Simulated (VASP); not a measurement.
**BN: relaxation of cell and atoms with PBE+D3(BJ)**

BN:

```
B N
1.0
     2.50626    0.00000    0.00000
    -1.25313    2.17049    0.00000
     0.00000    0.00000    6.58425
B N
2 2
Cartesian
  0.0000 1.4470 1.6461
  1.2531 0.7235 4.9382
  0.0000 1.4470 4.9382
  1.2531 0.7235 1.6461
```

```
Program                : VASP 6.6.1
Task                   : relaxation of cell and atoms
Functional             : PBE
Dispersion             : D3(BJ)
Potentials or basis    : VASP PAW PBE potentials, release 64 (B, N)
Cutoff                 : 600 eV
k mesh                 : 12 × 12 × 4
Occupations            : gaussian, width 0.03 eV
Spin                   : no spin polarisation
Further INCAR settings : ALGO = Normal; EDIFF = 1e-07; IBRION = 2; EDIFFG = -0.005; NSW = 90; ISIF = 3
```

```
Relaxed volume                         : 8.94 Å³/atom
Relaxed cell                           : a = 2.507 Å, b = 2.507 Å, c = 6.574 Å, α = 90.00°, β = 90.00°, γ = 120.00°
Space group after relaxing (to 0.05 Å) : P6_3/mmc (No. 194)
Energy gained by relaxing              : 0.0 meV/atom
Ionic steps                            : 6
Pressure after relaxing                : -0.1 GPa
Band gap on the k mesh                 : 4.25 eV, indirect (least direct gap 4.63 eV)
Dispersion energy per atom             : -0.143 eV
```

Final structure:
```
B N
1.0
     2.50650    0.00000    0.00000
    -1.25325    2.17069    0.00000
     0.00000    0.00000    6.57374
B N
2 2
Direct
  0.33333 0.66667 0.25000
  0.66667 0.33333 0.75000
  0.33333 0.66667 0.75000
  0.66667 0.33333 0.25000
```

Levels at points of the mesh, in eV from the valence-band top:
| k point | band 5 | band 6 | band 7 | band 8 | band 9 | band 10 | band 11 | band 12 |
| --- | --- | --- | --- | --- | --- | --- | --- | --- |
| (0.00, 0.00, 0.00) | -1.34 | -1.34 | -1.30 | -1.30 | 5.32 | 10.42 | 11.51 | 11.51 |
| (0.50, 0.00, 0.00) | -4.15 | -4.07 | -1.48 | -0.41 | 4.25 | 5.68 | 9.51 | 9.91 |
| (0.00, 0.00, 0.50) | -1.32 | -1.32 | -1.32 | -1.32 | 7.74 | 7.74 | 11.58 | 11.58 |
| (0.50, 0.00, 0.50) | -4.11 | -4.11 | -0.92 | -0.92 | 4.72 | 4.72 | 9.89 | 9.89 |

Run time: 3.9 min on 1 thread of AMD EPYC 7R43 64-Core Processor (Zen 3), on a shared host, peak memory 0.14 GiB.

A k mesh can miss the band edges. As with any semilocal functional, this PBE gap is likely too small.
